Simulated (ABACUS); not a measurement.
# Zn (P6_3/mmc) in ABACUS: equation of state

Aim: energy against volume of Zn in PBEsol, for its equilibrium volume and stiffness.

All numbers are computed with ABACUS 3.10.1; they aren't measurements. Logs are shortened: lines on timing, memory, paths and dates and some standing lists are left out, and cuts for length are marked.

**1. Starting point**

Symmetry: P6_3/mmc, No. 194, hexagonal system. The conventional cell has a = 2.670 Å, b = 2.670 Å, c = 4.966 Å, α = 90.00°, β = 90.00°, γ = 120.00°. Zn (site symmetry -6m2) has 12 Zn at 2.67 to 2.92 Å as nearest neighbours.

**2. Equation of state, PBEsol, 14.41 Å³/atom (volume scaled by 0.94)**

INPUT reads:

```
INPUT_PARAMETERS
suffix              Zn
calculation         scf
basis_type          pw
pseudo_dir          ./
symmetry            1
dft_functional      pbesol
ecutwfc             84
pseudo_rcut         7
nspin               1
nbands              24
ks_solver           dav
smearing_method     fd
smearing_sigma      0.00367493
scf_thr             1e-08
scf_nmax            100
mixing_type         broyden
mixing_beta         0.7
cal_force           1
cal_stress          1
kpar                4
```

STRU reads:

```
ATOMIC_SPECIES
Zn 65.3800 Zn.upf

LATTICE_CONSTANT
1.8897261246

LATTICE_VECTORS
2.6154949103 0.0000000000 0.0000000000
-1.3077474551 2.2650850358 0.0000000000
0.0000000000 0.0000000000 4.8646246159

ATOMIC_POSITIONS
Direct

Zn
0.0
2
0.6666666667 0.3333333333 0.7500000000 1 1 1
0.3333333333 0.6666666667 0.2500000000 1 1 1
```

KPT reads:

```
K_POINTS
0
Gamma
11 11 6 0 0 0
```

Potentials or basis: PseudoDojo NC SR 0.4.1 PBEsol standard, plane waves.

Command:

```sh
$ OMP_NUM_THREADS=1 mpirun -np 4 abacus > log
```

running log:

```text
ABACUS v3.10.1

               Atomic-orbital Based Ab-initio Computation at UStc

 ------------------------------------------------------------------------------------

 READING GENERAL INFORMATION
                           global_out_dir = OUT.Zn/
                           global_in_card = INPUT
                               pseudo_dir = ./
                              orbital_dir =
                                    DSIZE = 4
                                    GSIZE = 1

 READING UNITCELL INFORMATION
                                    ntype = 1
                  lattice constant (Bohr) = 1.88973
              lattice constant (Angstrom) = 1

 READING ATOM TYPE 1
                               atom label = Zn
                      L=0, number of zeta = 1
                      L=1, number of zeta = 1
                      L=2, number of zeta = 1
             number of atom for this type = 2

                        TOTAL ATOM NUMBER = 2
DIRECT COORDINATES
    atom                   x                   y                   z     mag                  vx                  vy                  vz
taud_Zn1            0.6666666667        0.3333333333        0.7500000000  0.0000        0.0000000000        0.0000000000        0.0000000000
taud_Zn2            0.3333333333        0.6666666667        0.2500000000  0.0000        0.0000000000        0.0000000000        0.0000000000

                          Volume (Bohr^3) = 194.484
                             Volume (A^3) = 28.8196

 Lattice vectors: (Cartesian coordinate: in unit of a_0)
             +2.61549                  +0                  +0
             -1.30775            +2.26509                  +0
                   +0                  +0            +4.86462
 Reciprocal vectors: (Cartesian coordinate: in unit of 2 pi/a_0)
            +0.382337           +0.220742                  -0
                   -0           +0.441485                  -0
                   +0                  -0           +0.205566
 The esolver type has been set to : ksdft_pw

                PAO radial cut off (Bohr) = 7

 Read in pseudopotential file is Zn.upf
                     pseudopotential type = NC
          exchange-correlation functional = PBESOL
                 nonlocal core correction = 1
                        valence electrons = 20
                                     lmax = 2
                           number of zeta = 4
                     number of projectors = 6
                           L of projector = 0
                           L of projector = 0
                           L of projector = 1
                           L of projector = 1
                           L of projector = 2
                           L of projector = 2
     initial pseudo atomic orbital number = 20

 SETUP THE ELECTRONS NUMBER
            electron number of element Zn = 20
      total electron number of element Zn = 40
            AUTOSET number of electrons:  = 40
                           occupied bands = 20
                                   NBANDS = 24
                                   NLOCAL = 18

%%%%%%%%%%%%%%%%%%%%%%%%%%%%%%%%%%%%%%%%%%%%%%%%%%%%%%%%%%%%%%%%%%%%%%%%%%%%%%%%%%%%%%%%%%%%%%%%%%%%%%%%%%
 Warning: the number of valence electrons in pseudopotential > 12 for Zn: [Ar] 3d10 4s2
 Pseudopotentials with additional electrons can yield (more) accurate outcomes, but may be less efficient.
 If you're confident that your chosen pseudopotential is appropriate, you can safely ignore this warning.
%%%%%%%%%%%%%%%%%%%%%%%%%%%%%%%%%%%%%%%%%%%%%%%%%%%%%%%%%%%%%%%%%%%%%%%%%%%%%%%%%%%%%%%%%%%%%%%%%%%%%%%%%%

 SETUP THE PLANE WAVE BASIS
 energy cutoff for charge/potential (unit:Ry) = 336
            fft grid for charge/potential = [ 30, 30, 54 ]
                        fft grid division = [ 1, 1, 1 ]
        big fft grid for charge/potential = [ 30, 30, 54 ]
                                     nbxx = 48600
                                     nrxx = 48600

 SETUP PLANE WAVES FOR CHARGE/POTENTIAL
                    number of plane waves = 20279
                         number of sticks = 559

 PARALLEL PW FOR CHARGE/POTENTIAL
     PROC   COLUMNS(POT)             PW
        1            559          20279
 --------------- sum -------------------
        1            559          20279
                            number of |g| = 1034
                                  max |g| = 30.3823
                                  min |g| = 0

----------- Double Check Mixing Parameters Begin ------------
mixing_type: broyden
mixing_beta: 0.7
mixing_gg0: 1
mixing_gg0_min: 0.1
mixing_ndim: 8
----------- Double Check Mixing Parameters End ------------

 LATTICE VECTORS: (CARTESIAN COORDINATE: IN UNIT OF A0)
             +2.61549                  +0                  +0
             -1.30775            +2.26509                  +0
                   +0                  +0            +4.86462
                       right hand lattice = 1
[... 34 lines left out ...]
                                       S1 = 7
                                       S3 = 2
                                       S4 = 0
                                       S6 = 2
               POINT GROUP IN SPACE GROUP = D_6h

 SETUP K-POINTS
                                    nspin = 1
                   Input type of k points = Monkhorst-Pack(Gamma)
                                   nkstot = 726
                       right hand lattice = 1
(for reciprocal lattice: )
                             BRAVAIS TYPE = 4
                     BRAVAIS LATTICE NAME = 04. Hexagonal cell
                                    ibrav = 4
                       right hand lattice = 1
(for k-lattice: )
                             BRAVAIS TYPE = 4
                     BRAVAIS LATTICE NAME = 04. Hexagonal cell
                                    ibrav = 4
                       right hand lattice = 1
                        ROTATION MATRICES = 24
                               nkstot_ibz = 64
K-POINTS REDUCTION ACCORDING TO SYMMETRY
     IBZ    DIRECT_X    DIRECT_Y    DIRECT_Z  WEIGHT  ibz2bz
       1  0.00000000  0.00000000  0.00000000  0.0014       0
       2 -0.09090909  0.09090909  0.00000000  0.0083       1
       3 -0.18181818  0.18181818  0.00000000  0.0083       2
       4 -0.27272727  0.27272727  0.00000000  0.0083       3
       5 -0.36363636  0.36363636  0.00000000  0.0083       4
       6 -0.45454545  0.45454545  0.00000000  0.0083       5
[... 22 lines left out ...]
      29 -0.27272727  0.45454545  0.16666667  0.0331     146
      30  0.45454545  0.36363636  0.16666667  0.0331     147
[... 34 further k points ...]

                               nkstot now = 64
[... K-POINTS DIRECT COORDINATES: 64 rows ...]

           k-point number in this process = 16
       minimum distributed K point number = 16
[... stars of the k points ...]

[... K-POINTS CARTESIAN COORDINATES: 16 rows ...]

[... K-POINTS DIRECT COORDINATES: 16 rows ...]

 SETUP PLANE WAVES FOR WAVE FUNCTIONS
     energy cutoff for wavefunc (unit:Ry) = 84
              fft grid for wave functions = [ 30, 30, 54 ]
                    number of plane waves = 3553
                         number of sticks = 187

 PARALLEL PW FOR WAVE FUNCTIONS
     PROC   COLUMNS(POT)             PW
        1            187           3553
 --------------- sum -------------------
        1            187           3553

 SETUP NONLOCAL PSEUDOPOTENTIALS IN PLANE WAVE BASIS
 Zn non-local projectors:
 projector 1 L=0
 projector 2 L=0
 projector 3 L=1
 projector 4 L=1
 projector 5 L=2
 projector 6 L=2
      TOTAL NUMBER OF NONLOCAL PROJECTORS = 36

 Init Non-Local PseudoPotential table :
 Init Non-Local-Pseudopotential done.

                                     npwx = 2553

 Make real space PAO into reciprocal space.
       max mesh points in Pseudopotential = 701
     dq(describe PAO in reciprocal space) = 0.01
                                    max q = 1104

 number of pseudo atomic orbitals for Zn is 4
WARNING: norm of atomic wavefunction # 3 of atomic type Zn is 0.999997, renormalized
WARNING: norm of atomic wavefunction # 4 of atomic type Zn is 0.998493, renormalized

 -------------------------------------------
 SELF-CONSISTENT
 -------------------------------------------
                                 init_chg = atomic

 PW ALGORITHM --------------- ION=   1  ELEC=   1--------------------------------
 Notice: Threshold on eigenvalues was too large.
 hsover_error=0.4 > DRHO=0.064107
 Origin diag ethr = 0.01
 New diag ethr = 0.000160267

 Density error is 0.0665154121437
                          Error Threshold = 0.000160267446267
----------------------------------------------------------
     Energy           Rydberg                 eV
----------------------------------------------------------
 E_KohnSham     -835.6420280745      -11369.4930700895
 E_Harris       -842.8948845915      -11468.1732454964
 E_Fermi        1.1724000505         15.9513210222
----------------------------------------------------------
[... 51 lines left out ...]
 Density error is 6.1315906036e-09
                          Error Threshold = 4.94142044631e-09
----------------------------------------------------------
     Energy           Rydberg                 eV
----------------------------------------------------------
 E_KohnSham     -835.6656604469      -11369.8146050106
 E_KS(sigma->0) -835.6654909017      -11369.8122982307
 E_Harris       -835.6650854705      -11369.8067820563
 E_band         -74.1657725312       -1009.0771029957
 E_one_elec     -517.6825933426      -7043.4330248763
 E_Hartree      272.0823046081       3701.8696676421
 E_xc           -88.9673007415       -1210.4622257636
 E_Ewald        -501.0977318806      -6817.7844084530
 E_entropy(-TS) -0.0003390903        -0.0046135598
 E_descf        0.0000000000         0.0000000000
 E_exx          0.0000000000         0.0000000000
 E_Fermi        1.1527070256         15.6833836728
----------------------------------------------------------

 charge density convergence is achieved
 final etot is -11369.814605 eV
 EFERMI = 15.683383673 eV

 STATE ENERGY(eV) AND OCCUPATIONS    NSPIN == 1
 1/16 kpoint (Cartesian) = 0.0000 0.0000 0.0000 (2553 pws)
       1       -110.495     0.00275482
       2       -110.494     0.00275482
       3       -64.8063     0.00275482
       4       -64.7905     0.00275482
       5       -64.7860     0.00275482
       6       -64.7860     0.00275482
[... 146 lines left out ...]
      23        21.0322    5.74578e-49
      24        22.3236    3.48257e-60

[... levels at 10 further k points ...]

------------------------------------------------------------------------------------------
 TOTAL-FORCE (eV/Angstrom)
------------------------------------------------------------------------------------------
                       Zn1         0.0000000000         0.0000000000         0.0000000000
                       Zn2         0.0000000000         0.0000000000         0.0000000000
------------------------------------------------------------------------------------------

----------------------------------------------------------------
 TOTAL-STRESS (KBAR)
----------------------------------------------------------------
        -4.9750139505         0.0000000001         0.0000000000
         0.0000000001        -4.9750139504         0.0000000000
         0.0000000000         0.0000000000       -25.6214116193
----------------------------------------------------------------
 TOTAL-PRESSURE: -11.857147 KBAR

 --------------------------------------------
 !FINAL_ETOT_IS -11369.8146050106170151 eV
 --------------------------------------------
```

Wall time 6.8 s (4 MPI ranks of AMD EPYC 9R45 (Zen 5), shared host); peak memory 0.36 GiB.

Results:

| Item | Value |
| --- | --- |
| Free energy | -11369.8146 eV |
| Pressure | -1.2 GPa |
| Band gap on the k mesh | none (metal or under the smearing width) |

**3. Equation of state, PBEsol, 14.72 Å³/atom (volume scaled by 0.96)**

INPUT is that of step 2.

STRU reads:

```
ATOMIC_SPECIES
Zn 65.3800 Zn.upf

LATTICE_CONSTANT
1.8897261246

LATTICE_VECTORS
2.6339144954 0.0000000000 0.0000000000
-1.3169572477 2.2810368644 0.0000000000
0.0000000000 0.0000000000 4.8988836645

ATOMIC_POSITIONS
Direct

Zn
0.0
2
0.6666666667 0.3333333333 0.7500000000 1 1 1
0.3333333333 0.6666666667 0.2500000000 1 1 1
```

KPT is that of step 2.

Potentials or basis: PseudoDojo NC SR 0.4.1 PBEsol standard, plane waves.

Command:

```sh
$ OMP_NUM_THREADS=1 mpirun -np 4 abacus > log
```

It took 7.2 s on 4 MPI ranks of AMD EPYC 9R45 (Zen 5), shared host; peak memory 0.36 GiB.

Results (log left out):

```
Free energy            : -11369.8064 eV
Pressure               : -2.9 GPa
Band gap on the k mesh : none (metal or under the smearing width)
```

**4. Equation of state, PBEsol, 15.02 Å³/atom (volume scaled by 0.98)**

INPUT is that of step 3.

STRU reads:

```
ATOMIC_SPECIES
Zn 65.3800 Zn.upf

LATTICE_CONSTANT
1.8897261246

LATTICE_VECTORS
2.6520799970 0.0000000000 0.0000000000
-1.3260399985 2.2967686502 0.0000000000
0.0000000000 0.0000000000 4.9326701367

ATOMIC_POSITIONS
Direct

Zn
0.0
2
0.6666666667 0.3333333333 0.7500000000 1 1 1
0.3333333333 0.6666666667 0.2500000000 1 1 1
```

KPT is that of step 3.

Command:

```sh
$ OMP_NUM_THREADS=1 mpirun -np 4 abacus > log
```

It took 7.2 s on 4 MPI ranks of AMD EPYC 9R45 (Zen 5), shared host; peak memory 0.36 GiB.

The run converged. Its results:

```yaml
Free_energy: -11369.7922 eV
Pressure: -4.4 GPa
Band_gap_on_the_k_mesh: none (metal or under the smearing width)
```

**5. Equation of state, PBEsol, 15.33 Å³/atom**

INPUT is that of step 4.

STRU reads:

```
ATOMIC_SPECIES
Zn 65.3800 Zn.upf

LATTICE_CONSTANT
1.8897261246

LATTICE_VECTORS
2.6700000000 0.0000000000 0.0000000000
-1.3350000000 2.3122878281 0.0000000000
0.0000000000 0.0000000000 4.9660000000

ATOMIC_POSITIONS
Direct

Zn
0.0
2
0.6666666667 0.3333333333 0.7500000000 1 1 1
0.3333333333 0.6666666667 0.2500000000 1 1 1
```

KPT is that of step 4.

Command:

```sh
$ OMP_NUM_THREADS=1 mpirun -np 4 abacus > log
```

Wall time 7.2 s (4 MPI ranks of AMD EPYC 9R45 (Zen 5), shared host); peak memory 0.36 GiB.

Results (log left out):

```
Free energy            : -11369.7725 eV
Pressure               : -5.7 GPa
Band gap on the k mesh : none (metal or under the smearing width)
```

**6. Equation of state, PBEsol, 15.64 Å³/atom (volume scaled by 1.02)**

INPUT is that of step 5.

STRU reads:

```
ATOMIC_SPECIES
Zn 65.3800 Zn.upf

LATTICE_CONSTANT
1.8897261246

LATTICE_VECTORS
2.6876826345 0.0000000000 0.0000000000
-1.3438413173 2.3276014388 0.0000000000
0.0000000000 0.0000000000 4.9988883757

ATOMIC_POSITIONS
Direct

Zn
0.0
2
0.6666666667 0.3333333333 0.7500000000 1 1 1
0.3333333333 0.6666666667 0.2500000000 1 1 1
```

KPT is that of step 5.

Potentials or basis: PseudoDojo NC SR 0.4.1 PBEsol standard, plane waves.

Command:

```sh
$ OMP_NUM_THREADS=1 mpirun -np 4 abacus > log
```

Wall time 7.3 s (4 MPI ranks of AMD EPYC 9R45 (Zen 5), shared host); peak memory 0.4 GiB.

The run converged. Its results:

* Free energy: -11369.7482 eV
* Pressure: -6.8 GPa
* Band gap on the k mesh: none (metal or under the smearing width)

**7. Equation of state, PBEsol, 15.94 Å³/atom (volume scaled by 1.04)**

INPUT is that of step 6.

STRU reads:

```
ATOMIC_SPECIES
Zn 65.3800 Zn.upf

LATTICE_CONSTANT
1.8897261246

LATTICE_VECTORS
2.7051356082 0.0000000000 0.0000000000
-1.3525678041 2.3427161574 0.0000000000
0.0000000000 0.0000000000 5.0313495994

ATOMIC_POSITIONS
Direct

Zn
0.0
2
0.6666666667 0.3333333333 0.7500000000 1 1 1
0.3333333333 0.6666666667 0.2500000000 1 1 1
```

KPT is that of step 6.

Command:

```sh
$ OMP_NUM_THREADS=1 mpirun -np 4 abacus > log
```

Run time: 7.3 s. Hardware: 4 MPI ranks of AMD EPYC 9R45 (Zen 5), shared host; peak memory 0.4 GiB.

It converged, with:

- Free energy: -11369.7198 eV
- Pressure: -7.8 GPa
- Band gap on the k mesh: none (metal or under the smearing width)

**8. Equation of state, PBEsol, 16.25 Å³/atom (volume scaled by 1.06)**

INPUT is that of step 7.

STRU reads:

```
ATOMIC_SPECIES
Zn 65.3800 Zn.upf

LATTICE_CONSTANT
1.8897261246

LATTICE_VECTORS
2.7223662359 0.0000000000 0.0000000000
-1.3611831179 2.3576383187 0.0000000000
0.0000000000 0.0000000000 5.0633972761

ATOMIC_POSITIONS
Direct

Zn
0.0
2
0.6666666667 0.3333333333 0.7500000000 1 1 1
0.3333333333 0.6666666667 0.2500000000 1 1 1
```

KPT is that of step 7.

Command:

```sh
$ OMP_NUM_THREADS=1 mpirun -np 4 abacus > log
```

Wall time 7.5 s (4 MPI ranks of AMD EPYC 9R45 (Zen 5), shared host); peak memory 0.4 GiB.

The run converged. Its results:

```yaml
Free_energy: -11369.6879 eV
Pressure: -8.7 GPa
Band_gap_on_the_k_mesh: none (metal or under the smearing width)
```

**9. Equation of state, PBEsol**

Potentials or basis: PseudoDojo NC SR 0.4.1 PBEsol standard, plane waves.

No new run: the results of the series are fitted here.

Results:

```
Equilibrium volume                        : 14.21 Å³/atom (rough: see the caveat)
Bulk modulus at fixed shape and positions : 93 GPa (rough)
```

Energy against volume, from the lowest point:
```csv
volume (Å³/atom),energy (meV/atom)
14.410,0.00
14.716,4.08
15.023,11.22
15.330,21.04
15.636,33.20
15.943,47.39
16.249,63.35
```

Caveat: the minimum lies outside the volumes run; the cell was scaled at fixed shape and fractional positions, which overstates the stiffness of a crystal with free parameters, most of all of layers and chains.
